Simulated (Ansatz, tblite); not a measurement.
SiO2: GFN2-xTB, run from Python

These are simulated results from tblite 0.8.0, not measurements. The cell began as a measured structure and was relaxed with r2SCAN in plane waves (Ansatz 0.2.0). All runs are without spin polarisation.

It is hexagonal, P6_222 (No. 180); conventional cell a = 5.059 Å, c = 5.541 Å, 13.65 Å³ an atom. Si has 4 O at 1.61 Å; O has 2 Si at 1.61 Å.

tblite solves periodic systems at the zone centre alone, so the script builds a cluster of 2×2×2 conventional cells (72 atoms), which folds in a coarse mesh of k points.

The script, run.py:

```python
import json
from ase import Atoms
from ase.build import make_supercell
from ase.units import Bohr, GPa, Hartree
from tblite.interface import Calculator

atoms = Atoms(['Si', 'Si', 'Si', 'O', 'O', 'O', 'O', 'O', 'O'],
              cell=[[5.05905841, 0.0, 0.0], [-2.52952921, 4.38127311, 0.0], [0.0, 0.0, 5.54103614]],
              scaled_positions=[[0.5, 0.5, 0.333333333], [0.0, 0.5, 0.666666667], [0.5, 0.0, 0.0], [0.208240418, 0.791759582, 0.833333333], [0.416480836, 0.208240418, 0.166666667], [0.208240418, 0.416480836, 0.5], [0.791759582, 0.208240418, 0.833333333], [0.583519164, 0.791759582, 0.166666667], [0.791759582, 0.583519164, 0.5]],
              pbc=True)
cluster = make_supercell(atoms, [[2, 0, 0], [0, 2, 0], [0, 0, 2]])
calc = Calculator('GFN2-xTB', cluster.numbers, cluster.positions / Bohr, lattice=cluster.cell[:] / Bohr, periodic=cluster.pbc)
calc.set('temperature', 0.02 / Hartree)
calc.set('max-iter', 150)
res = calc.singlepoint()
levels = res.get('orbital-energies') * Hartree
nv = round(res.get('orbital-occupations').sum() / 2)
cells = len(cluster) // len(atoms)
out = {'energy_per_cell': res.get('energy') * Hartree / cells, 'homo': levels[nv - 1], 'lumo': levels[nv],
       'stress': (-res.get('virial') * Hartree / cluster.get_volume() / GPa).tolist(), 'charges': res.get('charges')[:len(atoms)].tolist(), 'electrons': 2 * nv / cells}
json.dump(out, open('results.json', 'w'))
for key, value in out.items():
    print(key, value)
```

Command: `python run.py`. It took 5 s on 1 thread of Arm Neoverse V2 (shared host), peak memory 0.11 GiB.

The log:

```
------------------------------------------------------------
  cycle        total energy    energy error   density error
------------------------------------------------------------
      1     -230.8599498679  -2.3241762E+02   4.5127428E-01
      2     -240.6567948428  -9.7968450E+00   1.8102880E-01
      3     -240.8098680294  -1.5307319E-01   9.5533534E-02
      4     -240.8029563561   6.9116732E-03   3.0975521E-02
      5     -240.7957871839   7.1691723E-03   1.9405557E-02
      6     -240.7985273854  -2.7402015E-03   1.8988238E-02
      7     -240.8225606183  -2.4033233E-02   4.1652454E-03
      8     -240.8237637724  -1.2031541E-03   3.0615009E-04
      9     -240.8237697945  -6.0221031E-06   1.0688654E-04
     10     -240.8237705597  -7.6520328E-07   1.9466443E-05
------------------------------------------------------------

 total:                                   4.563 sec
energy_per_cell -819.1435730680464
homo -14.80303940503278
lumo -7.703339580335573
stress [[2.701320172203206, -0.0006705010630013498, -1.0554054698505774e-05], [-0.0006705010630014797, 2.700608243278228, 5.224374277746805e-06], [-1.0554054698362412e-05, 5.224374278159141e-06, 1.4891509253351842]]
charges [0.6133151686432222, 0.6132678596603152, 0.6132421324485394, -0.30664380949038184, -0.3066425303272493, -0.3066456653220466, -0.3066438097768447, -0.3066430653772332, -0.3066462070853422]
electrons 48.0
```

The cycle table is in hartree for the whole cluster, and the lines after it are in eV (the energy for one cell). The printed stress is in GPa and positive in compression, and the pressure is its mean diagonal.

GFN2-xTB gives a gap of 7.10 eV. On the same cell, plane-wave PBE (Ansatz, 6×6×6 k points and the special points) gives a gap of 5.71 eV and r2SCAN a gap of 6.29 eV; on shared hosts these took about 11 and 23 core-seconds on the 9-atom cell, against 5 for the script. Semilocal gaps usually lie below measured ones. xTB was fitted to molecules, so gaps, charges and pressures of solids can be far off, and the gap also depends on the size of the cluster.

The same script was run on cells scaled at fixed shape and fractional coordinates:

```csv
volume (Å³/atom),energy (meV/atom),"pressure (GPa, positive in compression)",gap (eV)
12.01,162.3,33.55,7.70
12.83,41.7,14.83,7.40
13.65,0.0,2.30,7.10
14.47,12.2,-6.70,6.78
15.28,65.5,-13.74,6.48
```

A Birch-Murnaghan fit puts the minimum at 13.83 Å³/atom, 1.3 % above the given cell, with a bulk modulus of 169 GPa at fixed shape.

xTB was fitted mostly to molecules, and a small cluster samples few k points, so gaps, pressures and kinks along a curve can be far from a solid's.
